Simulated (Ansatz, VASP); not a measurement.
# One calculation of CO2, two programs

```xyz
6
Lattice="4.2272 0.0000 0.0000 0.0000 4.2272 0.0000 0.0000 0.0000 4.6878" Properties=species:S:1:pos:R:3 pbc="T T T"
C     2.1136    2.1136    2.3439
C     0.0000    0.0000    0.0000
O     1.2886    2.9386    2.3439
O     2.9386    1.2886    2.3439
O     0.8250    0.8250    0.0000
O     3.4022    3.4022    0.0000
```

The cell comes from a database or a generator and needn't be the stable form of this composition.

Alike in both runs: task single point; functional PBE; k mesh 6 × 6 × 6; occupations gaussian, width 0.05 eV; no spin polarisation.

|  | VASP | Ansatz |
| --- | --- | --- |
| version | VASP 6.6.1 | Ansatz 0.2.0 |
| potentials or method | VASP PAW PBE potentials, release 64 (C, O) | scalar-relativistic, plane waves, PAW |
| plane-wave cutoff (eV) | 520 | 500 |
| valence electrons in the cell | 32 | 32 |

```tsv
	VASP	Ansatz	Ansatz less VASP
gap on the k mesh at the Fermi level (eV)	6.57	6.59	+0.024
rms of the force components (eV/Å)	0.368	0.062	-0.3057
```

Atom by atom the forces differ by 0.306 eV/Å (rms over components). One of these differences is far larger than is usual between the two programs; its cause wasn't traced.

Caveats: the standard files for N, O and F lose accuracy on very short bonds. A k mesh can miss the band edges. As with any semilocal functional, this PBE gap is likely too small.
